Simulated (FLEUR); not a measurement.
# ZnSe (Stilleite) (F-43m) in FLEUR: a series of runs

One crystal, ZnSe (Stilleite), is run at these levels: PBE; tasks: single point.

Program: FLEUR MaX-R8.1 (later development tree). These are calculated values, not measurements. Logs are shortened: lines on timing, memory, paths and dates and some standing lists are left out, and cuts for length are marked.

**Measured values to compare with.**

“Alloy Disordering Effects on the Thermal Conductivity and Energy Gap Temperature Dependence of Cd1−xZnxSe Ternary Crystals Grown by the Bridgman Method”, 2023, pmc:10253836 reports, for a bulk crystal of ZnSe at 300 K: band gap 2.695 ± 0.003 eV (an exciton energy, a little under the gap).

The runs below are set against these values where they give the same quantity.

## 1. The crystal as given

The structure is cubic, space group F-43m (No. 216). Conventional cell: a = 5.668 Å, b = 5.668 Å, c = 5.668 Å, α = 90.00°, β = 90.00°, γ = 90.00°. Around Se (site symmetry -43m) lie 4 Zn at 2.45 Å. Zn (site symmetry -43m) has 4 Se at 2.45 Å as nearest neighbours.

## 2. Single point, PBE

File inp.xml:

```xml
<?xml version="1.0" encoding="UTF-8" standalone="no"?>
<fleurInput fleurInputVersion="0.39">
   <comment>
      ZnSe                                                                                                
   </comment>
   <calculationSetup>
      <cutoffs Kmax="3.99" Gmax="12.4" GmaxXC="12.4" numbands="0"/>
      <scfLoop itmax="60" minDistance="0.00001" maxIterBroyd="15" imix="Anderson" alpha="0.05" precondParam="0.0" spinf="2.0" sdNocoIR="T"/>
      <coreElectrons ctail="T" frcor="F" kcrel="0" coretail_lmax="0"/>
      <xcFunctional name="pbe" relativisticCorrections="F"/>
      <magnetism jspins="1"/>
      <soc l_soc="F" theta="0.0" phi="0.0" spav="F"/>
      <expertModes spex="0" secvar="F"/>
      <geometryOptimization l_f="T" forcealpha="1.0" forcemix="BFGS" epsdisp="0.0005" epsforce="0.0002"/>
      <ldaU l_linMix="F" mixParam="0.05" spinf="1.0"/>
   </calculationSetup>
   <cell>
      <bzIntegration valenceElectrons="36.0" mode="hist" fermiSmearingEnergy="0.00183747">
         <kPointListSelection listName="default-1"/>
         <!-- k-points included here -->
         <xi:include xmlns:xi="http://www.w3.org/2001/XInclude" href="kpts.xml"> </xi:include>
      </bzIntegration>
      <!-- symmetry operations included here -->
      <xi:include xmlns:xi="http://www.w3.org/2001/XInclude" href="sym.xml"> </xi:include>
      <bulkLattice scale="1.0">
         <bravaisMatrix>
            <row-1>    0.0000000000000000     5.3551058918914798     5.3551058918914798</row-1>
            <row-2>    5.3551058918914798     0.0000000000000000     5.3551058918914798</row-2>
            <row-3>    5.3551058918914798     5.3551058918914798     0.0000000000000000</row-3>
         </bravaisMatrix>
      </bulkLattice>
   </cell>
   <atomSpecies>
      <species name="Selenium (Se)" element="Se" atomicNumber="34">
         <mtSphere radius="2.08" gridPoints="711" logIncrement="0.017"/>
         <atomicCutoffs lmax="9" lnonsphr="7"/>
         <electronConfig flipSpins="F">
            <coreConfig>(1s1/2) (2s1/2) (2p1/2) (2p3/2) (3s1/2) (3p1/2) (3p3/2)</coreConfig>
            <valenceConfig>(3d3/2) (3d5/2) (4s1/2) (4p1/2) (4p3/2)</valenceConfig>
            <stateOccupation state="(4p1/2)" spinUp="0.666667" spinDown="0.666667"/>
            <stateOccupation state="(4p3/2)" spinUp="1.333333" spinDown="1.333333"/>
         </electronConfig>
         <energyParameters s="4" p="4" d="4" f="4"/>
         <lo type="SCLO" l="2" n="3" eDeriv="0"/>
         <lo type="SCLO" l="0" n="4" eDeriv="2"/>
         <lo type="SCLO" l="1" n="4" eDeriv="2"/>
         <lo type="SCLO" l="3" n="4" eDeriv="2"/>
      </species>
      <species name="Zinc (Zn)" element="Zn" atomicNumber="30">
         <mtSphere radius="2.08" gridPoints="711" logIncrement="0.017"/>
         <atomicCutoffs lmax="9" lnonsphr="7"/>
         <electronConfig flipSpins="F">
            <coreConfig>(1s1/2) (2s1/2) (2p1/2) (2p3/2)</coreConfig>
            <valenceConfig>(3s1/2) (3p1/2) (3p3/2) (4s1/2) (3d3/2) (3d5/2)</valenceConfig>
         </electronConfig>
         <energyParameters s="4" p="4" d="3" f="4"/>
         <lo type="SCLO" l="0" n="3" eDeriv="0"/>
         <lo type="SCLO" l="1" n="3" eDeriv="0"/>
         <lo type="SCLO" l="1" n="3" eDeriv="1"/>
         <lo type="HELO" l="2" n="4" eDeriv="0"/>
         <lo type="HELO" l="2" n="4" eDeriv="1"/>
         <lo type="SCLO" l="3" n="4" eDeriv="2"/>
      </species>
   </atomSpecies>
   <atomGroups>
      <atomGroup species="Selenium (Se)">
         <relPos label="                   1">-1.000/4.000 -1.000/4.000 -1.000/4.000</relPos>
         <force calculate="T" relaxXYZ="TTT"/>
      </atomGroup>
      <atomGroup species="Zinc (Zn)">
         <relPos label="                   2">.0000000000 .0000000000 .0000000000</relPos>
         <force calculate="T" relaxXYZ="TTT"/>
      </atomGroup>
   </atomGroups>
   <output dos="F" band="F" slice="F">
      <checks vchk="F" cdinf="F"/>
      <bandDOS minEnergy="-.5*Htr" maxEnergy="0.5*Htr" sigma="0.015" storeEVData="T"/>
      <vacuumDOS vacdos="F" integ="F" star="F" nstars="0" locx1="0.0" locy1="0.0" locx2="0.0" locy2="0.0" nstm="0" tworkf="0.0"/>
      <unfoldingBand unfoldBand="F" supercellX="1" supercellY="1" supercellZ="1"/>
      <plotting iplot="0" polar="F">
         <plot TwoD="T" vec1="  1.0  0.0  0.0" vec2="  0.0  1.0  0.0" vec3="  0.0  0.0  1.0" zero="  0.0  0.0  0.0" file="plot"/>
      </plotting>
      <chargeDensitySlicing numkpt="0" minEigenval="0.0" maxEigenval="0.0" nnne="0" pallst="F"/>
      <specialOutput eonly="F"/>
      <moessbauerParams electricFieldGradient="T" isomerShift="T" coreHyperfine="T" valenceHyperfine="T"/>
      <magneticCircularDichroism mcd="F" energyLo="-10.0" energyUp="0.0"/>
   </output>
  <!-- We include the file relax.xml here to enable relaxations (see documentation) -->
  <xi:include xmlns:xi="http://www.w3.org/2001/XInclude" href="relax.xml"> <xi:fallback/> </xi:include>
</fleurInput>
```

File crystal.txt:

```
ZnSe
&input cartesian=F /
0.0000000000  2.8338000000  2.8338000000
2.8338000000  0.0000000000  2.8338000000
2.8338000000  2.8338000000  0.0000000000
1.8897261246
1.0 1.0 1.0

2
34 0.7500000000  0.7500000000  0.7500000000
30 0.0000000000  0.0000000000  0.0000000000

&kpt div1=8 div2=8 div3=8 gamma=T /
```

Potentials or basis: all-electron, FLAPW.

On the command line:

```bash
$ inpgen -f crystal.txt -profile fastHighL
$ # inp.xml edited to the form shown
$ fleur_MPI
```

Standard output:

```text
Welcome to FLEUR        (www.flapw.de)
      MaX-Release 8.1          (www.max-centre.eu)

 ========== k-point set info ==========
 Selected k-point list: default-1
 k-point list type: mesh
 8 x 8 x 8
 Number of k points: 29

 ------------Calculation Setup---------------------------
 Number of MPI-tasks      :            1
 Number of PE/node        :            1
 Number of OMP-threads    :            1
 Most efficient MPI parallelization for:
           1          29
 Additional eigenvalue parallelization possible
 Number of basis functions:          427
 Approximate size of matrices (H+S) per k-point:         0.005 GB
 --------------------------------------------------------
 Iteration:     1   Distance:       7.09634029 me/bohr^3
 Iteration:     2   Distance:       6.17909087 me/bohr^3
 Iteration:     3   Distance:       3.84775974 me/bohr^3
 Iteration:     4   Distance:       1.82359848 me/bohr^3
 Iteration:     5   Distance:       1.51199820 me/bohr^3
 Iteration:     6   Distance:       0.54314514 me/bohr^3
 Iteration:     7   Distance:       0.31652647 me/bohr^3
 Iteration:     8   Distance:       0.05661426 me/bohr^3
 Iteration:     9   Distance:       0.01633361 me/bohr^3
 Iteration:    10   Distance:       0.00843238 me/bohr^3
 Iteration:    11   Distance:       0.00137171 me/bohr^3
 Iteration:    12   Distance:       0.00118018 me/bohr^3
 Iteration:    13   Distance:       0.00021117 me/bohr^3
 Iteration:    14   Distance:       0.00002758 me/bohr^3
 Iteration:    15   Distance:       0.00001576 me/bohr^3
 Iteration:    16   Distance:       0.00001372 me/bohr^3
 Iteration:    17   Distance:       0.00000865 me/bohr^3

 ********************************************************************
 Run finished successfully
 Stop message:
   Structural relaxation: Done
 ********************************************************************
```

It took 82 s on 1 thread of Arm Neoverse V1, shared host; peak memory 0.06 GiB.

Results:

- Free energy: -115006.2037 eV
- Band gap on the k mesh: 1.29 eV, direct
- Valence electrons inside the program's atomic spheres: Se 13.55; Zn 18.28 (radii Se 2.08, Zn 2.08 bohr)

Levels at points of the mesh, in eV from the valence-band top:
| k point | band 16 | band 17 | band 18 | band 19 | band 20 | band 21 |
| --- | --- | --- | --- | --- | --- | --- |
| (0.00, 0.00, 0.00) | 0.00 | 0.00 | 0.00 | 1.29 | 5.81 | 5.81 |
| (0.00, 0.00, 0.50) | -5.22 | -0.87 | -0.87 | 2.55 | 6.39 | 6.39 |
| (0.00, 0.50, 0.50) | -4.75 | -2.18 | -2.18 | 2.99 | 3.47 | 10.74 |

Core levels (eV from the Fermi level):
```tsv
atom	levels
1 Se	1s1/2 -12494.5, 2s1/2 -1600.0, 2p1/2 -1434.6, 2p3/2 -1392.9, 3s1/2 -207.1, 3p1/2 -150.5, 3p3/2 -144.7
2 Zn	1s1/2 -9519.4, 2s1/2 -1154.0, 2p1/2 -1015.8, 2p3/2 -991.9
```

## 3. Single point, PBE (atoms moved at random, drawn with an rms of 0.05 Å)

Changes to inp.xml since step 2:

```diff
@@ -34,4 +34,4 @@
       <species name="Selenium (Se)" element="Se" atomicNumber="34">
-         <mtSphere radius="2.08" gridPoints="711" logIncrement="0.017"/>
-         <atomicCutoffs lmax="9" lnonsphr="7"/>
+         <mtSphere radius="2.08" gridPoints="701" logIncrement="0.018"/>
+         <atomicCutoffs lmax="8" lnonsphr="6"/>
          <electronConfig flipSpins="F">
@@ -49,4 +49,4 @@
       <species name="Zinc (Zn)" element="Zn" atomicNumber="30">
-         <mtSphere radius="2.08" gridPoints="711" logIncrement="0.017"/>
-         <atomicCutoffs lmax="9" lnonsphr="7"/>
+         <mtSphere radius="2.08" gridPoints="701" logIncrement="0.017"/>
+         <atomicCutoffs lmax="8" lnonsphr="6"/>
          <electronConfig flipSpins="F">
@@ -66,3 +66,3 @@
       <atomGroup species="Selenium (Se)">
-         <relPos label="                   1">-1.000/4.000 -1.000/4.000 -1.000/4.000</relPos>
+         <relPos label="                   1">-.2507710000 -.2475820000 -.2512080000</relPos>
          <force calculate="T" relaxXYZ="TTT"/>
@@ -70,3 +70,3 @@
       <atomGroup species="Zinc (Zn)">
-         <relPos label="                   2">.0000000000 .0000000000 .0000000000</relPos>
+         <relPos label="                   2">-.0092010000 -.0086460000 .0078680000</relPos>
          <force calculate="T" relaxXYZ="TTT"/>
```

Changes to crystal.txt since step 2:

```diff
@@ -9,4 +9,4 @@
 2
-34 0.7500000000  0.7500000000  0.7500000000
-30 0.0000000000  0.0000000000  0.0000000000
+34 0.7492290000  0.7524180000  0.7487920000
+30 -0.0092010000  -0.0086460000  0.0078680000
```

Potentials or basis: all-electron, FLAPW.

On the command line:

```bash
$ inpgen -f crystal.txt -profile fastHighL
$ # inp.xml edited to the form shown
$ fleur_MPI
```

Standard output:

```text
Welcome to FLEUR        (www.flapw.de)
      MaX-Release 8.1          (www.max-centre.eu)

 ========== k-point set info ==========
 Selected k-point list: default-1
 k-point list type: mesh
 8 x 8 x 8
 Number of k points: 260

 ------------Calculation Setup---------------------------
 Number of MPI-tasks      :            1
 Number of PE/node        :            1
 Number of OMP-threads    :            1
 Most efficient MPI parallelization for:
           1           2           4           5          10          13          20          26          52          65         130         260
 Additional eigenvalue parallelization possible
 Number of basis functions:          427
 Approximate size of matrices (H+S) per k-point:         0.005 GB
 --------------------------------------------------------
 Iteration:     1   Distance:       7.13802242 me/bohr^3
 Iteration:     2   Distance:       6.21838548 me/bohr^3
 Iteration:     3   Distance:       3.87422020 me/bohr^3
 Iteration:     4   Distance:       1.82742566 me/bohr^3
 Iteration:     5   Distance:       1.50256767 me/bohr^3
 Iteration:     6   Distance:       0.54608988 me/bohr^3
 Iteration:     7   Distance:       0.32146607 me/bohr^3
 Iteration:     8   Distance:       0.05725636 me/bohr^3
 Iteration:     9   Distance:       0.01661194 me/bohr^3
 Iteration:    10   Distance:       0.00895729 me/bohr^3
 Iteration:    11   Distance:       0.00134591 me/bohr^3
 Iteration:    12   Distance:       0.00112185 me/bohr^3
 Iteration:    13   Distance:       0.00016088 me/bohr^3
 Iteration:    14   Distance:       0.00009284 me/bohr^3
 Iteration:    15   Distance:       0.00005933 me/bohr^3
 Iteration:    16   Distance:       0.00005051 me/bohr^3
 Iteration:    17   Distance:       0.00002731 me/bohr^3
 Iteration:    18   Distance:       0.00000580 me/bohr^3
 Reset of history

 ********************************************************************
 Run finished successfully
 Stop message:
   Structural relaxation: new displacements generated
 ********************************************************************
```

out.xml (last iteration):

```text
<iteration numberForCurrentRun="   19" overallNumber="   19">
         <energyParameters units="Htr">
            <atomicEP atomType="1" spin="1" branch="4s" branchLowest="-7.45" branchHighest="0.62" value="-0.3544136552"/>
            <atomicEP atomType="1" spin="1" branch="4p" branchLowest="-5.23" branchHighest="1.39" value="-0.0620556178"/>
            <atomicEP atomType="1" spin="1" branch="4d" branchLowest="-1.55" branchHighest="2.71" value="0.1670473031"/>
[... 120 lines left out ...]
            <extrapolationTo0K value="-4226.3997113387"/>
         </totalEnergy>
         <totalForcesOnRepresentativeAtoms units="Htr/bohr">
            <forceTotal atomType="1" x="-2.671073" y="-2.688151" z="-2.668733" F_x="-0.00058476" F_y="0.00007741" F_z="-0.00605748"/>
            <forceTotal atomType="2" x="-0.004166" y="-0.007138" z="-0.095573" F_x="0.00058356" F_y="-0.00007736" F_z="0.00604230"/>
         </totalForcesOnRepresentativeAtoms>
      </iteration>
```

Wall time 15 min (1 thread of Arm Neoverse V1, shared host); peak memory 0.19 GiB.

What came out:

```
Free energy                                           : -115006.1950 eV
Largest force                                         : 0.313 eV/Å
Band gap on the k mesh                                : 1.24 eV, direct
Valence electrons inside the program's atomic spheres : Se 13.55; Zn 18.28 (radii Se 2.08, Zn 2.08 bohr)
```

Forces in eV/Å, atoms in the order of the input:
```
Se  -0.030  0.004 -0.311
Zn   0.030 -0.004  0.311
```

Core levels (eV from the Fermi level):
```
atom                                                                                                 levels
1 Se  1s1/2 -12494.6, 2s1/2 -1600.0, 2p1/2 -1434.7, 2p3/2 -1392.9, 3s1/2 -207.1, 3p1/2 -150.6, 3p3/2 -144.7
2 Zn                                              1s1/2 -9519.5, 2s1/2 -1154.1, 2p1/2 -1015.9, 2p3/2 -992.0
```

## 4. Against experiment

Step 2. Against the measured gap of ZnSe, 2.695 eV (an exciton energy, a little under the gap; 300 K; “Alloy Disordering Effects on the Thermal Conductivity and Energy Gap Temperature Dependence of Cd1−xZnxSe Ternary Crystals Grown by the Bridgman Method”, 2023, pmc:10253836), the calculated 1.29 eV is off by -1.40 eV. So large a miss can be the level of theory's own, or it may mean another phase, state or a wrong row. Spin-orbit coupling on Se is left out. The value is that of PBE, without temperature or zero-point motion. Semilocal functionals fall short of measured gaps as a rule.
